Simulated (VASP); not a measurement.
# Mo in VASP: single point with r2SCAN

Aim: the single point of Mo with r2SCAN.

Program: VASP 6.6.1. These are calculated values, not measurements. Logs are shortened: lines on timing, memory, paths and dates and some standing lists are left out, and cuts for length are marked.

**1. The cell of the first run**

The cell holds a slab with vacuum, 3 atoms: a = 2.728 Å, b = 2.728 Å, c = 18.455 Å, α = 90.00°, β = 90.00°, γ = 109.47°.

The slab is cut from a database's or a generator's crystal, which needn't be the stable form of the element.

**2. Single point, r2SCAN (clean slab, lower half held)**

Input file POSCAR:

```
Mo
1.0
    2.7283492377      0.0000000000      0.0000000000
   -0.9094497459      2.5723123299      0.0000000000
    0.0000000000      0.0000000000     18.4553756483
Mo
3
Direct
    0.5000000000      0.5000000000      0.3792932820
    0.0000000000      0.0000000000      0.4956150515
    0.5000000000      0.5000000000      0.6119315580
```

Input file INCAR.step1:

```
SYSTEM = Mo
ALGO = Normal ; DIPOL = 0.5 0.5 0.496
EDIFF = 1E-4 ; ENCUT = 520
GGA = PE ; IDIPOL = 3
ISMEAR = 0 ; LASPH = .True.
LCHARG = .False. ; LDIPOL = .True.
LREAL = .False. ; LWAVE = .True.
NBANDS = 28 ; NELM = 100
PREC = Accurate ; SIGMA = 0.1
```

Input file INCAR.step2:

```
SYSTEM = Mo
ALGO = Normal ; DIPOL = 0.5 0.5 0.496
EDIFF = 1E-6 ; ENCUT = 520
IDIPOL = 3 ; ISIF = 2
ISMEAR = 0 ; ISTART = 1
LASPH = .True. ; LCHARG = .False.
LDIPOL = .True. ; LMIXTAU = .True.
LREAL = .False. ; LWAVE = .False.
METAGGA = R2SCAN ; NBANDS = 28
NELM = 100 ; PREC = Accurate
SIGMA = 0.1
```

Input file KPOINTS:

```
k-points
0
Gamma
  11 11 1
  0 0 0
```

Potentials or basis: VASP PAW PBE potentials, release 64 (Mo_sv).

Command:

```
> cat potpaw_PBE.64/Mo_sv/POTCAR > POTCAR
> cp INCAR.step1 INCAR
> mpirun -np 1 vasp_std > vasp.out
> cp INCAR.step2 INCAR
> mpirun -np 1 vasp_std > vasp.out
```

OUTCAR:

```text
SYSTEM = Mo
   EDIFF = 1E-6
   ENCUT = 520
   ISIF = 2
   ISMEAR = 0
   ISTART = 1
   LASPH = .True.
   LREAL = .False.
   METAGGA = R2SCAN
   NELM = 100
   PREC = Accurate

 ion  position               nearest neighbor table
   1  0.500  0.500  0.379-   2 2.66   2 2.66   2 3.09   2 3.09
   2  0.000  0.000  0.496-   3 2.66   3 2.66   1 2.66   1 2.66   3 3.09   3 3.09   1 3.09   1 3.09

   3  0.500  0.500  0.612-   2 2.66   2 2.66   2 3.09   2 3.09

  LATTYP: Found a base centered orthorhombic cell.
 ALAT       =     3.1504263337
 B/A-ratio  =     1.4142135624
 C/A-ratio  =     5.8580565592

  Lattice vectors:

 A1 = (   2.7283492377,   0.0000000000,   0.0000000000)
 A2 = (  -0.9094497459,   2.5723123299,   0.0000000000)
 A3 = (   0.0000000000,   0.0000000000,  18.4553756483)

Analysis of symmetry for initial positions (statically):
=====================================================================
 Subroutine PRICEL returns:
 Original cell was already a primitive cell.

 Routine SETGRP: Setting up the symmetry group for a
 base centered orthorhombic supercell.

 Subroutine GETGRP returns: Found  8 space group operations
 (whereof  4 operations were pure point group operations)
 out of a pool of  8 trial point group operations.

The static configuration has the point symmetry C_2v.
 The point group associated with its full space group is D_2h.

Analysis of symmetry for dynamics (positions and initial velocities):
=====================================================================
 Subroutine PRICEL returns:
 Original cell was already a primitive cell.

 Routine SETGRP: Setting up the symmetry group for a
 base centered orthorhombic supercell.

 Subroutine GETGRP returns: Found  8 space group operations
 (whereof  4 operations were pure point group operations)
 out of a pool of  8 trial point group operations.

The dynamic configuration has the point symmetry C_2v.
 The point group associated with its full space group is D_2h.

 Subroutine INISYM returns: Found  8 space group operations
 (whereof  4 operations are pure point group operations),
 and found     1 'primitive' translations

----------------------------------------------------------------------------------------

                                     Primitive cell

  volume of cell :     129.5229

  direct lattice vectors                    reciprocal lattice vectors
     2.728349238  0.000000000  0.000000000     0.366521993  0.129585093  0.000000000
    -0.909449746  2.572312330  0.000000000     0.000000000  0.388755280  0.000000000
[... 94 lines left out ...]
   ISYM   =      2    0-nonsym 1-usesym 2-fastsym
   POTIM  = 0.5000    time-step for ionic-motion
   TEBEG  =    0.0;   TEEND  =   0.0 temperature during run
   PSTRESS=    0.0 pullay stress
   NELECT =      42.0000    total number of electrons
   NUPDOWN=      -1.0000    fix difference up-down
   EMIN   =  10.00;   EMAX   =-10.00  energy-range for DOS
   EFERMI =   0.00;   METHOD = LEGACY
   ISMEAR =     0;   SIGMA  =   0.10  broadening in eV -4-tet -1-fermi 0-gaus
   EFERMI_NEDOS =   21; number of points for ismear=-14 and -15
   IALGO  =     38    algorithm
   IMIX   =      4    mixing-type and parameters
     AMIX     =   0.40;   BMIX     =  1.00
     AMIX_MAG =   1.60;   BMIX_MAG =  1.00
  volume/ion in A,a.u.               =      43.17       291.35
  Fermi-wavevector in a.u.,A,eV,Ry     =   1.124715  2.125403 17.211144  1.264983
  Thomas-Fermi vector in A             =   2.261388
   LORBIT       =      0    0 simple, 1 ext, 2 COOP (PROOUT), +10 PAW based schemes
   METAGGA = R2SCAN    functional components
   LHFCALC =     F    Hartree Fock is set to
   AEXX    =    0.0000 exact exchange contribution
   IVDW    =     0    specifies the selected vdW correction
   LEPSILON=     F    determine dielectric tensor
   LRPA    =     F    only Hartree local field effects (RPA)
 non-spin polarized calculation
 Gauss-broadening in eV      SIGMA  =   0.10
  energy-cutoff  :      520.00
  volume of cell :      129.52
 maximum number of plane-waves:      3532
   NGX = 11   NGY = 11   NGZ = 69

 number of electron      41.9999993 magnetization

 dipolmoment           0.000000      0.000000      0.001124 electrons x Angstroem

 Free energy of the ion-electron system (eV)
  ---------------------------------------------------
  ext. energy  EPLUGINS =         0.00000000
  ---------------------------------------------------
  free energy    TOTEN  =       -75.53927728 eV

  energy without entropy =      -75.52728949  energy(sigma->0) =      -75.53328339

 E-fermi :   1.6213     XC(G=0):  -6.2993

 val. band max:        1.6142290838   @ k =  -0.0909   0.0909   0.0000
 cond. band min:       1.6607035758   @ k =  -0.4545   0.3636   0.0000
 fundamental gap:      0.0464744920
 Fermi energy:         1.6212869671

 k-point     1 :       0.0000    0.0000    0.0000
  band No.  band energies     occupation
      1     -61.5836      2.00000
      2     -61.2601      2.00000
      3     -61.2006      2.00000
      4     -35.4396      2.00000
      5     -34.7318      2.00000
      6     -34.5171      2.00000
[... 733 lines left out ...]
     27       2.7280      0.00000
     28       4.3465      0.00000

 [... further k-points ...]

------------------------ aborting loop because EDIFF is reached ----------------------------------------

 vacuum level on the upper side and lower side of the slab       (xc-potential included)         0.003        -0.017

  FORCE on cell =-STRESS in cart. coord.  units (eV):
  Direction    XX          YY          ZZ          XY          YZ          ZX
  --------------------------------------------------------------------------------------
  -------------------------------------------------------------------------------------
  Total       -2.8779895     -2.9459276      0.2469259     -0.0960789      0.0000000      0.0000000
  in kB      -35.6002658    -36.4406485      3.0544332     -1.1884807      0.0000000      0.0000000
  external PRESSURE =     -22.9954937 kB  Pullay stress =       0.0000000 kB

 VOLUME and BASIS-vectors are now :
 -----------------------------------------------------------------------------
  energy-cutoff  :      520.00
  volume of cell :      129.52
      direct lattice vectors                 reciprocal lattice vectors
     2.728349238  0.000000000  0.000000000     0.366521993  0.129585093  0.000000000
    -0.909449746  2.572312330  0.000000000     0.000000000  0.388755280  0.000000000
     0.000000000  0.000000000 18.455375648     0.000000000  0.000000000  0.054184755

 POSITION                                       TOTAL-FORCE (eV/Angst)
 -----------------------------------------------------------------------------------
      0.90945      1.28616      7.00000         0.000000      0.000000     -0.059074
      0.00000      0.00000      9.14676         0.000000      0.000000      0.000000
      0.90945      1.28616     11.29343        -0.000000      0.000000      0.059074
 -----------------------------------------------------------------------------------
    total drift:                                0.000000      0.000000      0.344734

  FREE ENERGIE OF THE ION-ELECTRON SYSTEM (eV)
  ---------------------------------------------------
  free  energy   TOTEN  =       -75.5392772838 eV

  energy  without entropy=      -75.5272894915  energy(sigma->0) =      -75.53328339

 vacuum level on the upper side and lower side of the slab         6.333         6.311
```

It took 6.5 min on 1 thread of Intel Xeon Platinum 8488C (Sapphire Rapids), shared host; peak memory 0.29 GiB.

Results:

```
Free energy            : -75.5393 eV
Largest force          : 0.059 eV/Å
Band gap on the k mesh : none (metal or under the smearing width)
```

Forces in eV/Å, atoms in the order of the input:
```
Mo   0.000  0.000 -0.059
Mo   0.000  0.000  0.000
Mo   0.000  0.000  0.059
```

Levels at points of the mesh, in eV from the Fermi level:
```
           k point  band 18  band 19  band 20  band 21  band 22  band 23  band 24  band 25
(0.00, 0.00, 0.00)    -1.53    -1.37    -1.28    -0.94    -0.25     1.30     1.54     1.54
```

Caveat: the PAW data sets were made with another functional, which shifts forces and pressure a little.
